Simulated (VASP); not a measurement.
Write the native input for VASP 6.6.1 that does the following.

```
Task                   : single point
Functional             : PBEsol
Potentials or basis    : VASP PAW PBE potentials, release 64 (Mg)
Cutoff                 : 520 eV
k mesh                 : 13 × 13 × 4
Occupations            : fermi-dirac, width 0.1 eV
Spin                   : no spin polarisation
Dipole correction      : no
Further INCAR settings : ALGO = Normal; EDIFF = 1e-06; NBANDS = 12
```

The structure of Mg lies in POSCAR:

```
Mg
1.0
    3.2181798341      0.0000000000      0.0000000000
   -1.6090899170      2.7870254903      0.0000000000
    0.0000000000      0.0000000000     10.4665911711
Mg
4
Direct
    0.0000000000      1.0000000000      0.0000000000
    0.0000000000      0.0000000000      0.5000000000
    0.3333333333      0.6666666667      0.2500000000
    0.6666666667      0.3333333333      0.7500000000
```

One way to write it, as run:

INCAR

```
  PREC = Accurate
  ENCUT = 520
  EDIFF = 1E-6
  ISMEAR = -1
  SIGMA = 0.1
  LREAL = F
  LASPH = T
  NELM = 100
  ALGO = Normal
  ISIF = 2
  LWAVE = F
  LCHARG = F
  GGA = PS
  NBANDS = 12
```

KPOINTS

```
Automatic mesh
0
Gamma
  13 13 4
```

Potentials or basis: VASP PAW PBE potentials, release 64 (Mg).

The run is started by

```console
$ cat potpaw_PBE.64/Mg/POTCAR > POTCAR
$ mpirun -np 1 vasp_std > vasp.out
```

Results of the run:

| Quantity | Value |
| --- | --- |
| Pressure | -1.3 GPa |
| Band gap on the k mesh | none (metal or under the smearing width) |

Caveat: the PAW data sets were made with another functional, which shifts forces and pressure a little.

Wall time 64 s on 1 thread of AMD EPYC 7R13 Processor (Zen 3), on a shared host, peak memory 0.19 GiB.
